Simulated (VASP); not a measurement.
# MgSe (Fm-3m) in VASP: a series of runs, part 2 of 2

VASP 6.6.1.

## Step 4: Single point, PBE

This run uses another cell than the first one, of 17.82 Å³/atom, 0.815 times its volume.

Input file INCAR:

```
SYSTEM = MgSe
ALGO = Normal
EDIFF = 1E-6
ENCUT = 520
GGA = PE
ISIF = 2
ISMEAR = 0
LASPH = .True.
LCHARG = .False.
LREAL = .False.
LWAVE = .False.
NBANDS = 11
NELM = 80
PREC = Accurate
SIGMA = 0.01
```

Input file KPOINTS:

```
k-points
0
Gamma
  5 5 5
  0 0 0
```

Input file POSCAR:

```
MgSe
1.0
    0.0000000000      2.6118029641      2.6118029641
    2.6118029641      0.0000000000      2.6118029641
    2.6118029641      2.6118029641      0.0000000000
Mg Se
1 1
Direct
    0.0000000000      0.0000000000      0.0000000000
    0.5000000000      0.5000000000      0.5000000000
```

Potentials or basis: VASP PAW PBE potentials, release 64 (Mg, Se).

On the command line:

```
> cat potpaw_PBE.64/Mg/POTCAR potpaw_PBE.64/Se/POTCAR > POTCAR
> mpirun -np 1 vasp_std > vasp.out
```

OUTCAR:

```text
SYSTEM = MgSe
   EDIFF = 1E-6
   ENCUT = 520
   GGA = PE
   ISIF = 2
   ISMEAR = 0
   LASPH = .True.
   LREAL = .False.
   NELM = 80
   PREC = Accurate

 ion  position               nearest neighbor table
   1  0.000  0.000  0.000-   2 2.61   2 2.61   2 2.61   2 2.61   2 2.61   2 2.61
   2  0.500  0.500  0.500-   1 2.61   1 2.61   1 2.61   1 2.61   1 2.61   1 2.61

  LATTYP: Found a face centered cubic cell.
 ALAT       =     5.2236059282

  Lattice vectors:

 A1 = (   0.0000000000,   2.6118029641,   2.6118029641)
 A2 = (   2.6118029641,   0.0000000000,   2.6118029641)
 A3 = (   2.6118029641,   2.6118029641,   0.0000000000)

Analysis of symmetry for initial positions (statically):
=====================================================================
 Subroutine PRICEL returns:
 Original cell was already a primitive cell.

 Routine SETGRP: Setting up the symmetry group for a
 face centered cubic supercell.

 Subroutine GETGRP returns: Found 48 space group operations
 (whereof 48 operations were pure point group operations)
 out of a pool of 48 trial point group operations.

The static configuration has the point symmetry O_h .

Analysis of symmetry for dynamics (positions and initial velocities):
=====================================================================
 Subroutine PRICEL returns:
 Original cell was already a primitive cell.

 Routine SETGRP: Setting up the symmetry group for a
 face centered cubic supercell.

 Subroutine GETGRP returns: Found 48 space group operations
 (whereof 48 operations were pure point group operations)
 out of a pool of 48 trial point group operations.

The dynamic configuration has the point symmetry O_h .

 Subroutine INISYM returns: Found 48 space group operations
 (whereof 48 operations are pure point group operations),
 and found     1 'primitive' translations

----------------------------------------------------------------------------------------

                                     Primitive cell

  volume of cell :      35.6329

  direct lattice vectors                    reciprocal lattice vectors
     0.000000000  2.611802964  2.611802964    -0.191438637  0.191438637  0.191438637
     2.611802964  0.000000000  2.611802964     0.191438637 -0.191438637  0.191438637
     2.611802964  2.611802964  0.000000000     0.191438637  0.191438637 -0.191438637

  length of vectors
     3.693647174  3.693647174  3.693647174     0.331581446  0.331581446  0.331581446

  position of ions in fractional coordinates (direct lattice)
     0.000000000  0.000000000  0.000000000
     0.500000000  0.500000000  0.500000000

  ion indices of the primitive-cell ions
   primitive index   ion index
                 1           1
                 2           2

----------------------------------------------------------------------------------------

 KPOINTS: k-points

Automatic generation of k-mesh.
 Grid dimensions read from file:
 generate k-points for:    5    5    5

 Generating k-lattice:

  Cartesian coordinates                     Fractional coordinates (reciprocal lattice)
[... 23 lines left out ...]
 -0.200000  0.200000  0.000000     12.000000
  0.400000  0.400000  0.000000      6.000000
 -0.400000  0.400000  0.000000     12.000000
 -0.400000  0.400000  0.200000     24.000000
   k-points           NKPTS =     10   k-points in BZ     NKDIM =     10   number of bands    NBANDS=     11
   number of dos      NEDOS =    301   number of ions     NIONS =      2
   total plane-waves  NPLWV =  21952
   dimension x,y,z NGX =    28 NGY =   28 NGZ =   28
   dimension x,y,z NGXF=    56 NGYF=   56 NGZF=   56
   ions per type =               1   1
   NGX,Y,Z   is equivalent  to a cutoff of  12.60, 12.60, 12.60 a.u.
   NGXF,Y,Z  is equivalent  to a cutoff of  25.20, 25.20, 25.20 a.u.
 SYSTEM =  MgSe
   PREC   = accura    normal or accurate (medium, high low for compatibility)
   ISTART =      0    job   : 0-new  1-cont  2-samecut
   ICHARG =      2    charge: 1-file 2-atom 10-const
   ISPIN  =      1    spin polarized calculation?
   LNONCOLLINEAR =      F non collinear calculations
   LSORBIT =      F    spin-orbit coupling
   LASPH  =      T    aspherical Exc in radial PAW
   ENCUT  =  520.0 eV  38.22 Ry    6.18 a.u.   6.87  6.87  6.87*2*pi/ulx,y,z
   NELM   =     80;   NELMIN=  2; NELMDL= -5     # of ELM steps
   EDIFF  = 0.1E-05   stopping-criterion for ELM
   LREAL  =      F    real-space projection
   EDIFFG = 0.1E-04   stopping-criterion for IOM
   NSW    =      0    number of steps for IOM
   IBRION =     -1    ionic relax: 0-MD 1-quasi-New 2-CG
   NFREE  =      0    steps in history (QN), initial steepest desc. (CG)
   ISIF   =      2    stress and relaxation
   ISYM   =      2    0-nonsym 1-usesym 2-fastsym
   POTIM  = 0.5000    time-step for ionic-motion
   TEBEG  =    0.0;   TEEND  =   0.0 temperature during run
   PSTRESS=    0.0 pullay stress
   NELECT =       8.0000    total number of electrons
   NUPDOWN=      -1.0000    fix difference up-down
   EMIN   =  10.00;   EMAX   =-10.00  energy-range for DOS
   EFERMI =   0.00;   METHOD = LEGACY
   ISMEAR =     0;   SIGMA  =   0.01  broadening in eV -4-tet -1-fermi 0-gaus
   EFERMI_NEDOS =   21; number of points for ismear=-14 and -15
   IALGO  =     38    algorithm
   IMIX   =      4    mixing-type and parameters
     AMIX     =   0.40;   BMIX     =  1.00
     AMIX_MAG =   1.60;   BMIX_MAG =  1.00
  volume/ion in A,a.u.               =      17.82       120.23
  Fermi-wavevector in a.u.,A,eV,Ry     =   0.994995  1.880269 13.469984  0.990016
  Thomas-Fermi vector in A             =   2.126985
   LORBIT       =      0    0 simple, 1 ext, 2 COOP (PROOUT), +10 PAW based schemes
   GGA     = PE    functional components
   LHFCALC =     F    Hartree Fock is set to
   AEXX    =    0.0000 exact exchange contribution
   IVDW    =     0    specifies the selected vdW correction
   LEPSILON=     F    determine dielectric tensor
   LRPA    =     F    only Hartree local field effects (RPA)
 non-spin polarized calculation
 Gauss-broadening in eV      SIGMA  =   0.01
  energy-cutoff  :      520.00
  volume of cell :       35.63
 maximum number of plane-waves:       966
   NGX = 13   NGY = 13   NGZ = 13

 number of electron       7.9999999 magnetization

 Free energy of the ion-electron system (eV)
  ---------------------------------------------------
  ext. energy  EPLUGINS =         0.00000000
  ---------------------------------------------------
  free energy    TOTEN  =        -7.24753189 eV

  energy without entropy =       -7.24753189  energy(sigma->0) =       -7.24753189

 E-fermi :   4.5033     XC(G=0): -10.0146

 val. band max:        4.4049149773   @ k =   0.0000   0.0000   0.0000
 cond. band min:       6.8355200327   @ k =   0.4000   0.4000   0.0000
 fundamental gap:      2.4306050554
 Fermi energy:         4.5032765706

 k-point     1 :       0.0000    0.0000    0.0000
  band No.  band energies     occupation
      1      -9.3270      2.00000
      2       4.4049      2.00000
      3       4.4049      2.00000
      4       4.4049      2.00000
      5       7.9456      0.00000
      6      11.7275      0.00000
      7      11.7275      0.00000
      8      11.7275      0.00000
      9      14.5826      0.00000
     10      14.5826      0.00000
     11      15.4921      0.00000
[... 113 lines left out ...]
 k-point    10 :      -0.4000    0.4000    0.2000
  band No.  band energies     occupation
      1      -7.5396      2.00000
      2      -0.0850      2.00000
      3       1.0561      2.00000
      4       2.1377      2.00000
      5       9.1675      0.00000
      6      11.0106      0.00000
      7      11.4316      0.00000
      8      14.4784      0.00000
      9      17.2483      0.00000
     10      17.5034      0.00000
     11      20.9851      0.00000

------------------------ aborting loop because EDIFF is reached ----------------------------------------

  FORCE on cell =-STRESS in cart. coord.  units (eV):
  Direction    XX          YY          ZZ          XY          YZ          ZX
  --------------------------------------------------------------------------------------
  -------------------------------------------------------------------------------------
  Total        3.0037793      3.0037793      3.0037793      0.0000000      0.0000000     -0.0000000
  in kB      135.0601967    135.0601967    135.0601967      0.0000000      0.0000000     -0.0000000
  external PRESSURE =     135.0601967 kB  Pullay stress =       0.0000000 kB

 VOLUME and BASIS-vectors are now :
 -----------------------------------------------------------------------------
  energy-cutoff  :      520.00
  volume of cell :       35.63
      direct lattice vectors                 reciprocal lattice vectors
     0.000000000  2.611802964  2.611802964    -0.191438637  0.191438637  0.191438637
     2.611802964  0.000000000  2.611802964     0.191438637 -0.191438637  0.191438637
     2.611802964  2.611802964  0.000000000     0.191438637  0.191438637 -0.191438637

 POSITION                                       TOTAL-FORCE (eV/Angst)
 -----------------------------------------------------------------------------------
      0.00000      0.00000      0.00000        -0.000000     -0.000000      0.000000
      2.61180      2.61180      2.61180         0.000000      0.000000     -0.000000
 -----------------------------------------------------------------------------------
    total drift:                                0.000000      0.000000      0.000000

  FREE ENERGIE OF THE ION-ELECTRON SYSTEM (eV)
  ---------------------------------------------------
  free  energy   TOTEN  =        -7.2475318917 eV

  energy  without entropy=       -7.2475318917  energy(sigma->0) =       -7.24753189
```

It took 4.5 s on 1 thread of Intel Xeon Platinum 8488C (Sapphire Rapids), shared host; peak memory 0.15 GiB.

What came out:

| Quantity | Value |
| --- | --- |
| Free energy | -7.2475 eV |
| Pressure | 13.5 GPa |
| Band gap on the k mesh | 2.43 eV, indirect (least direct gap 3.54 eV) |

Levels at points of the mesh, in eV from the valence-band top:
| k point | band 2 | band 3 | band 4 | band 5 | band 6 | band 7 |
| --- | --- | --- | --- | --- | --- | --- |
| (0.00, 0.00, 0.00) | 0.00 | 0.00 | 0.00 | 3.54 | 7.32 | 7.32 |

Caveat: an odd mesh through Γ misses points on the zone boundary, where band edges often lie.

## Step 5: Overview

```csv
cell,gap on the mesh (eV),pressure (GPa)
"Fm-3m, 21.87 Å³/atom",2.06,-2.6
"Fm-3m, 20.25 Å³/atom",2.20,2.0
"Fm-3m, 17.82 Å³/atom",2.43,13.5
```

Alike in all rows: task single point; level PBE; potentials or basis VASP PAW PBE potentials, release 64 (Mg, Se); no spin polarisation; k mesh 5 × 5 × 5; cutoff (eV) 520; smearing gaussian 0.01 eV.

On the cell as given the gap runs from 2.06 eV (PBE) to 2.43 eV (PBE).

Caveats: an odd mesh through Γ misses points on the zone boundary, where band edges often lie.

Total energies depend on the potentials used, so only differences within one code and one set of settings carry meaning.
